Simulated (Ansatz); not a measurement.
NaCl (Halite), computed twice by G0W0.

```
Na Cl
1.0
     0.00000    2.82005    2.82005
     2.82005    0.00000    2.82005
     2.82005    2.82005    0.00000
Na Cl
1 1
Direct
  0.00000 0.00000 0.00000
  0.50000 0.50000 0.50000
```

The cell and positions come from the Crystallography Open Database and are kept as given unless a step says otherwise.

The first (Ansatz 0.2.0; start PBE, 6×6×6 mesh, 36 empty bands, screening to 50 eV, PAW set soft_1 files; 1 × NVIDIA H100 80GB HBM3 (shared by 6 runs) with 2 threads of AMD EPYC 7R13 (Zen 3), shared host) gave, on its mesh: starting gap 5.11 eV, G0W0 gap 7.57 eV, RPA ε∞ (mean) 2.34, 10 s.

The second gave: starting gap 5.11 eV, G0W0 gap 7.97 eV, RPA ε∞ (mean) 2.34, 24 s.

Question: What was changed in the input? Choose among start, files, mesh, bands and cutoff, frequency model or another key.

Changed: empty bands from 36 to 332 and screening cutoff (eV) from 50 to 220. The starting gap stayed, which rules out the functional and points to the GW step. Other changes could give like numbers; this is the one that was made.

Limits: not at the basis limit.

[Paths, hosts, dates, memory and timing lines, banners, echoed tables and standing remarks are left out of the program output.]

[Logs are printed without paths, hosts, clocks, repeated set-up lines and the standing remarks that a program may print on its own settings, such as how far it seeks lower states.]

[Runs of the session that timed out or met a known fault of the program may be left out.]

[Cells called generated may have been cut or substituted from an entry of the Crystallography Open Database or the Materials Project.]

[Hosts, paths, dates, database ids (printed as entryN), source tags and the programs' standing remarks are cut or masked in the printed files.]
